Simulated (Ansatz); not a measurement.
Runs of Ansatz 0.2.0 on Yb. It takes space group Im-3m (No. 229, cubic). The conventional cell has a = 4.303 Å, b = 4.303 Å, c = 4.303 Å, α = 90.00°, β = 90.00°, γ = 90.00°. Yb (site symmetry m-3m) has 8 Yb at 3.73 Å as nearest neighbours. This isn't the form of Yb at room conditions, which is fcc.

```csv
task,level,potentials or basis,spin,U,k mesh,cutoff (eV),smearing,hubbard projectors,double counting,points for each segment of the path,method,mesh quality,gap on the mesh (eV),pressure (GPa),moment (μB)
single point,LDA+U,Ansatz PAW,"collinear, ferromagnetic start",Yb f U = 7 eV,9 × 9 × 9,420,fermi-dirac 0.05 eV,all-electron-ortho-atomic,amf,-,-,not flagged,none,-4.7,0.00
projected density of states,PBEsol+D3(BJ)+U,SSSP efficiency PAW,"collinear, ferromagnetic start",Yb f U = 4 eV,9 × 9 × 9,544,tetrahedron,atomic,fll,-,-,not flagged,none,-3.8,0.00
band structure,PBEsol+D3(BJ)-ATM+U,SSSP precision PAW,"collinear, ferromagnetic start",Yb f U = 6 eV,9 × 9 × 9,544,tetrahedron,atomic,fll (the default),14,-,not flagged,none,-3.1,0.00
single point,RPBE,PseudoDojo 3+ lanthanides,"non-collinear, ferromagnetic start",-,9 × 9 × 9,680,fermi-dirac 0.025 eV,-,-,-,-,not flagged,none,(a),0.00
electron localisation function,RPBE+U,SSSP precision PAW,"collinear, ferromagnetic start",Yb f U = 8 eV,9 × 9 × 9,544,tetrahedron,ortho-atomic (the default),amf,-,-,not flagged,none,(b),0.01
phonons,PBEsol+D4+U,Ansatz PAW earlier set,"collinear, ferromagnetic start",Yb f U = 5 eV,3 × 3 × 3,820,gaussian 0.05 eV,atomic,fll,-,fd,coarse,none,-,0.00
```

Alike in all rows: cell as given.

Question: Fill in the values left out.

Answer: (a) -6.5; (b) -1.7.

Caveats: some runs use coarse meshes; spin-orbit coupling is left out, which moves the levels of the heavy elements; the magnetic or orbital state may not be the lowest (some runs); the starting moments weren't kept (some runs); pairwise dispersion overbinds metals, which lowers pressure and volume (some runs); with tetrahedron occupations forces and stress needn't match the slope of the energy (some runs); the PAW data sets come from PBE, with cores solved anew for the run's functional, which leaves a small shift of forces and pressure (some runs); the potentials were made for another functional, which shifts forces and pressure (some runs).

A k mesh can miss the band edges, and the runs leave out spin-orbit coupling on Yb.

A gap of «none» marks a metal or a gap under the smearing width.

The runs don't all hold the same shells in valence.

Runs at the PBE level aren't shown here.
